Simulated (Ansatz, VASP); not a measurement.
**Two plane-wave programs on MoS**

The input INCAR:

```
  PREC = Accurate
  ENCUT = 520
  EDIFF = 1E-6
  ISMEAR = 0
  SIGMA = 0.05
  LREAL = F
  LASPH = T
  NELM = 150
  ALGO = Normal
  ISIF = 2
  LWAVE = F
  LCHARG = F
  ISPIN = 2
  MAGMOM = 0.05 0
  LORBIT = 11
  LMAXMIX = 4
  GGA = PS
  NBANDS = 21
```

Contents of KPOINTS:

```
regular mesh
0
Gamma
  10 10 10
```

File POSCAR:

```
MoS
1.0
    2.9692497936      0.0000000000      0.0000000000
    0.0000000000      2.9692497936      0.0000000000
    0.0000000000      0.0000000000      2.9692497936
Mo S
1 1
Direct
    0.0000000000      0.0000000000      0.0000000000
    0.5000000000      0.5000000000      0.5000000000
```

Input for Ansatz:

```yaml
crystal:
  lattice:
    - [2.9692497936, 0.0, 0.0]
    - [0.0, 2.9692497936, 0.0]
    - [0.0, 0.0, 2.9692497936]
  atoms:
    - { symbol: Mo, position: [0.0, 0.0, 0.0], spin: 0.05 }
    - { symbol: S, position: [0.5, 0.5, 0.5] }
basis:
  ecutwfc: 420
  ecutrho_ratio: 4
kpoints:
  mp_grid: { grid: [10, 10, 10] }
hamiltonian:
  xc: pbesol
scf:
  occupations: { method: gaussian, width: 0.05 }
output:
  forces: true
  stress: true
  eigenvalues: true
  populations: true
magnetization:
  spin_polarized: true
```

Alike in both runs: task single point; functional PBEsol; k mesh 10 × 10 × 10; occupations gaussian, width 0.05 eV; collinear spin.

```csv
,VASP,Ansatz
version,VASP 6.6.1,Ansatz 0.2.0
potentials or method,"VASP PAW PBE potentials, release 64 (Mo_sv, S)","scalar-relativistic, plane waves, PAW"
plane-wave cutoff (eV),520,420
valence electrons in the cell,20,20
```

|  | VASP | Ansatz | Ansatz less VASP |
| --- | --- | --- | --- |
| gap on the k mesh at the Fermi level (eV) | none | none | - |
| pressure (GPa) | 0.5 | 0.0 | -0.48 |
| net moment per atom (μB) | 0.00 | 0.00 | 0.000 |

A gap of «none» marks a metal or a gap that the smearing closes. Ansatz warned: «seeded_moment_not_kept».

Caveats: the PAW data sets were made with another functional, which shifts forces and pressure a little (VASP).
